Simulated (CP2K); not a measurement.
# Al (P-1) in CP2K: a series of runs, part 2 of 2

CP2K 2026.2. Earlier steps stand in the parts before.

## 3. Atomic charges, PBE

The input, al_charges.inp:

```
&GLOBAL
  PROJECT al_charges
  RUN_TYPE ENERGY_FORCE
  PRINT_LEVEL LOW
&END GLOBAL
&FORCE_EVAL
  METHOD QS
  STRESS_TENSOR ANALYTICAL
  &DFT
    BASIS_SET_FILE_NAME BASIS_ccGRB_UZH
    POTENTIAL_FILE_NAME POTENTIAL_UZH
    &MGRID
      CUTOFF 450
      REL_CUTOFF 60
      NGRIDS 5
    &END MGRID
    &QS
      METHOD GPW
      EPS_DEFAULT 1.0E-9
    &END QS
    &KPOINTS
      SCHEME MONKHORST-PACK 11 11 11
      GAMMA_CENTERED T
      SYMMETRY T
      SYMMETRY_BACKEND SPGLIB
    &END KPOINTS
    &SCF
      SCF_GUESS ATOMIC
      EPS_SCF 1.0E-6
      MAX_SCF 100
      ADDED_MOS 8
      CHOLESKY OFF
      EPS_EIGVAL 1.0E-7
      &DIAGONALIZATION ON
        ALGORITHM STANDARD
      &END DIAGONALIZATION
      &MIXING ON
        METHOD BROYDEN_MIXING
        ALPHA 0.4
        BETA 1.5
        NBUFFER 8
      &END MIXING
      &SMEAR ON
        METHOD FERMI_DIRAC
        ELECTRONIC_TEMPERATURE [K] 580.226
      &END SMEAR
    &END SCF
    &XC
      &XC_FUNCTIONAL PBE
      &END XC_FUNCTIONAL
    &END XC
    &PRINT
      &KPOINTS ON
      &END KPOINTS
      &MULLIKEN ON
      &END MULLIKEN
      &MO ON
        ENERGIES T
        OCCUPATION_NUMBERS T
        &EACH
          QS_SCF 0
        &END EACH
        ADD_LAST NUMERIC
      &END MO
      &LOWDIN ON
      &END LOWDIN
      &HIRSHFELD ON
        SHAPE_FUNCTION GAUSSIAN
      &END HIRSHFELD
      &VORONOI ON
        VORONOI_RADII VDW
      &END VORONOI
      &E_DENSITY_CUBE ON
        STRIDE 1
      &END E_DENSITY_CUBE
      &V_HARTREE_CUBE ON
        STRIDE 1
      &END V_HARTREE_CUBE
      &ELF_CUBE ON
        STRIDE 1
      &END ELF_CUBE
    &END PRINT
  &END DFT
  &SUBSYS
    &CELL
      A 2.8392161732 0.0000000000 0.0000000000
      B 1.4418597637 2.4465485387 0.0000000000
      C 1.3375623274 0.8671055679 2.3852499314
      PERIODIC XYZ
    &END CELL
    &COORD
      Al  0.0000000000 0.0000000000 0.0000000000
    &END COORD
    &KIND Al
      BASIS_SET ccGRB-D-q3
      POTENTIAL GTH-PBE-q3
    &END KIND
    &PRINT
      &ATOMIC_COORDINATES ON
      &END ATOMIC_COORDINATES
      &CELL ON
      &END CELL
      &SYMMETRY ON
      &END SYMMETRY
    &END PRINT
  &END SUBSYS
  &PRINT
    &FORCES ON
    &END FORCES
    &STRESS_TENSOR ON
    &END STRESS_TENSOR
  &END PRINT
&END FORCE_EVAL
```

Potentials or basis: POTENTIAL_UZH Al GTH-PBE-q3; ccGRB-D basis.

The run is started by

```bash
OMP_NUM_THREADS=1 cp2k.psmp -i al_charges.inp -o al_charges.out
```

al_charges.out:

```text

 CP2K| version string:                                       CP2K version 2026.2
 CP2K| Input file name                                            al_charges.inp

 GLOBAL| Force Environment number                                              1
 GLOBAL| Basis set file name                                     BASIS_ccGRB_UZH
 GLOBAL| Potential file name                                       POTENTIAL_UZH
 GLOBAL| MM Potential file name                                     MM_POTENTIAL
 GLOBAL| Coordinate file name                                      __STD_INPUT__
 GLOBAL| Method name                                                        CP2K
 GLOBAL| Project name                                                 al_charges
 GLOBAL| Run type                                                   ENERGY_FORCE
 GLOBAL| FFT library                                                       FFTW3
[... 5 lines left out ...]
 GLOBAL| Global print level                                                  LOW
 GLOBAL| Total number of message passing processes                             1
 GLOBAL| Number of threads for this process                                    1
 GLOBAL| CPU model name                                                  UNKNOWN

 CELL| Volume [angstrom^3]:                                            16.568614
 CELL| Vector a [angstrom]:       2.839     0.000     0.000   |a| =     2.839216
 CELL| Vector b [angstrom]:       1.442     2.447     0.000   |b| =     2.839817
 CELL| Vector c [angstrom]:       1.338     0.867     2.385   |c| =     2.868861
 CELL| Angle (b,c), alpha [degree]:                                    60.190867
 CELL| Angle (a,c), beta  [degree]:                                    62.209844
 CELL| Angle (a,b), gamma [degree]:                                    59.487265
 CELL| Numerically orthorhombic:                                              NO
 CELL| Periodicity                                                           XYZ

 CELL_REF| Volume [angstrom^3]:                                        16.568614
 CELL_REF| Vector a [angstrom     2.839     0.000     0.000   |a| =     2.839216
 CELL_REF| Vector b [angstrom     1.442     2.447     0.000   |b| =     2.839817
 CELL_REF| Vector c [angstrom     1.338     0.867     2.385   |c| =     2.868861
 CELL_REF| Angle (b,c), alpha [degree]:                                60.190867
 CELL_REF| Angle (a,c), beta  [degree]:                                62.209844
 CELL_REF| Angle (a,b), gamma [degree]:                                59.487265
 CELL_REF| Numerically orthorhombic:                                          NO
 CELL_REF| Periodicity                                                       XYZ
[... 9 lines left out ...]
 TOTAL NUMBERS AND MAXIMUM NUMBERS

[... 364 lines left out ...]
 MO|      3               0.492303              13.396237               0.000000
 MO|      4               0.557189              15.161886               0.000000
 MO|      5               0.765728              20.836522               0.000000
 MO|      6               0.852724              23.203811               0.000000
 MO|      7               0.903393              24.582582               0.000000
 MO|      8               0.988503              26.898532               0.000000
 MO|      9               1.217357              33.125965               0.000000
 MO|     10               1.423062              38.723491               0.000000
 MO| Sum:                                                               2.273706
 MO| E(Fermi):            0.263643 a.u.          7.174078 eV

 [... the levels of further k-points ...]

 The electron density is written in Cube    file format to the file:

 al_charges-ELECTRON_DENSITY-1_0.cube

 !-----------------------------------------------------------------------------!
                     Mulliken Population Analysis

 #  Atom  Element  Kind  Atomic population                           Net charge
       1     Al       1          3.000000                             -0.000000
 # Total charge                              3.000000                 -0.000000

 !-----------------------------------------------------------------------------!

 !-----------------------------------------------------------------------------!
                           Hirshfeld Charges

  #Atom  Element  Kind  Ref Charge     Population                    Net charge
      1       Al     1       3.000          3.000                        -0.000

  Total Charge                                                           -0.000
 !-----------------------------------------------------------------------------!

 VORONOI| Collecting electron density from MPI ranks and sending to library...
 VORONOI| Voronoi integration finished.

 LOWDIN POPULATION ANALYSIS

 #  Atom  Element  Kind  Atomic population                           Net charge
       1     Al       1          3.000000                             -0.000000
 # Total charge                              3.000000                 -0.000000

               ----- ELF is computed on the real space grid -----

 ELF is written in Cube    file format to the file:

 al_charges-ELF_S1-1_0.cube

 ENERGY| Total FORCE_EVAL ( QS ) energy [hartree]             -2.068008366106221

 FORCES| Atomic forces [hartree/bohr]
 FORCES|   Atom     x               y               z               |f|
 FORCES|      1 -7.42253402E-16 -1.15908313E-16 -1.65020820E-17   7.51430082E-16
 FORCES| Sum    -7.42253402E-16 -1.15908313E-16 -1.65020820E-17
 FORCES| Total atomic force                                       7.51430082E-16

 STRESS| Analytical stress tensor [bar]
 STRESS|                        x                   y                   z
 STRESS|      x        3.64619610958E+04  -2.45606678244E+03   6.18260172189E+03
 STRESS|      y       -2.45606678244E+03   4.44786656531E+04  -4.07963668503E+03
 STRESS|      z        6.18260172189E+03  -4.07963668503E+03   4.86807117303E+03
 STRESS| 1/3 Trace                                             2.86028993073E+04
 STRESS| Determinant                                           5.68243964972E+12

 STRESS| Eigenvectors and eigenvalues of the analytical stress tensor [bar]
 STRESS|                        1                   2                   3
 STRESS| Eigenvalues   3.39176170342E+03   3.64364028306E+04   4.59805333879E+04
 STRESS|      x          -0.176845951381      0.926156543927     -0.333105937537
 STRESS|      y           0.086775918485      0.351793925227      0.932046658781
 STRESS|      z           0.980405757557      0.135923104421     -0.142581416157
```

voronoi:

```text
 1
# Step        0,  Time       0.0000 fs
# Cell         2.8392161732        0.0000000000        0.0000000000        1.4418597637        2.4465485387        0.0000000000        1.3375623274        0.8671055679        2.3852499314
# Atom     Z              Radius         Position(X)         Position(Y)         Position(Z)      Voronoi_Volume              Z(eff)              Charge           Dipole(X)           Dipole(Y)           Dipole(Z)     ChargeCenter(X)     ChargeCenter(Y)     ChargeCenter(Z)      Quadrupole(XX)      Quadrupole(XY)      Quadrupole(XZ)      Quadrupole(YX)      Quadrupole(YY)      Quadrupole(YZ)      Quadrupole(ZX)      Quadrupole(ZY)      Quadrupole(ZZ)
     1    13        1.8400000000        0.0000000000        0.0000000000        0.0000000000       16.5686145407        3.0000000000        0.0000000005        0.0134262112        0.0566464545        0.0536357228       -0.0000447540       -0.0001888215       -0.0001787857       -0.0153197279        0.0001184573        0.0000198940        0.0001184573       -0.0153602040       -0.0000764211        0.0000198940       -0.0000764211       -0.0155828283
```

It took 54 s on 1 thread of Arm Neoverse V1, shared host; peak memory 0.22 GiB.

Results:

```yaml
Free_energy: -56.2734 eV
Pressure: 2.9 GPa
Band_gap_on_the_k_mesh: none (metal or under the smearing width)
```

Stress tensor (GPa, compression positive):
```
 3.65 -0.25  0.62
-0.25  4.45 -0.41
 0.62 -0.41  0.49
```

Levels at points of the mesh, in eV from the Fermi level:
| k point | band 1 | band 2 | band 3 | band 4 | band 5 | band 6 |
| --- | --- | --- | --- | --- | --- | --- |
| (0.00, 0.00, 0.00) | -11.23 | 12.72 | 13.04 | 13.75 | 13.81 | 14.09 |

Caveat: the basis of atomic orbitals isn't converged, which shifts pressures, moduli and gaps.

## 4. Atomic charges, PBE

al_charges.inp: that of step 3 with these lines changed.

```diff
@@ -9,4 +9,4 @@
   &DFT
-    BASIS_SET_FILE_NAME BASIS_ccGRB_UZH
-    POTENTIAL_FILE_NAME POTENTIAL_UZH
+    BASIS_SET_FILE_NAME BASIS_MOLOPT_UCL
+    POTENTIAL_FILE_NAME GTH_POTENTIALS
     &MGRID
@@ -94,3 +94,3 @@
     &KIND Al
-      BASIS_SET ccGRB-D-q3
+      BASIS_SET TZVP-MOLOPT-SR-GTH-q3
       POTENTIAL GTH-PBE-q3
```

Potentials or basis: GTH_POTENTIALS Al GTH-PBE-q3; TZVP-MOLOPT-SR-GTH basis.

The run is started by

```bash
OMP_NUM_THREADS=1 cp2k.psmp -i al_charges.inp -o al_charges.out
```

Run time: 38 s. Hardware: 1 thread of Arm Neoverse V1, shared host; peak memory 0.22 GiB.

It converged, with:

| Item | Value |
| --- | --- |
| Free energy | -56.4037 eV |
| Pressure | -0.1 GPa |
| Band gap on the k mesh | none (metal or under the smearing width) |

Stress tensor (GPa, compression positive):
```
 0.63 -0.25  0.51
-0.25  1.39 -0.36
 0.51 -0.36 -2.22
```

Levels at points of the mesh, in eV from the Fermi level:
| k point | band 1 | band 2 | band 3 | band 4 |
| --- | --- | --- | --- | --- |
| (0.00, 0.00, 0.00) | -11.21 | 12.71 | 13.37 | 13.87 |

Caveat: the basis of atomic orbitals isn't converged, which shifts pressures, moduli and gaps.

## 5. Summary

| potentials or basis | basis sets | potentials | gap on the mesh (eV) | pressure (GPa) |
| --- | --- | --- | --- | --- |
| POTENTIAL_UZH Al GTH-PBE-q3; DZVP-MOLOPT-PBE-GTH basis | Al DZVP-MOLOPT-PBE-GTH-q3 | Al GTH-PBE-q3 of POTENTIAL_UZH | none | -0.5 |
| POTENTIAL_UZH Al GTH-PBE-q3; ccGRB-D basis | Al ccGRB-D-q3 | Al GTH-PBE-q3 of POTENTIAL_UZH | none | 2.9 |
| GTH_POTENTIALS Al GTH-PBE-q3; TZVP-MOLOPT-SR-GTH basis | Al TZVP-MOLOPT-SR-GTH-q3 | Al GTH-PBE-q3 of GTH_POTENTIALS | none | -0.1 |

Alike in all rows: task atomic charges; level PBE; no spin polarisation; cell as given; k mesh 11 × 11 × 11; smearing fermi-dirac 0.05 eV.

Caveats: the basis of atomic orbitals isn't converged, which shifts pressures, moduli and gaps.

Absolute energies hang on the potentials; compare differences alone.
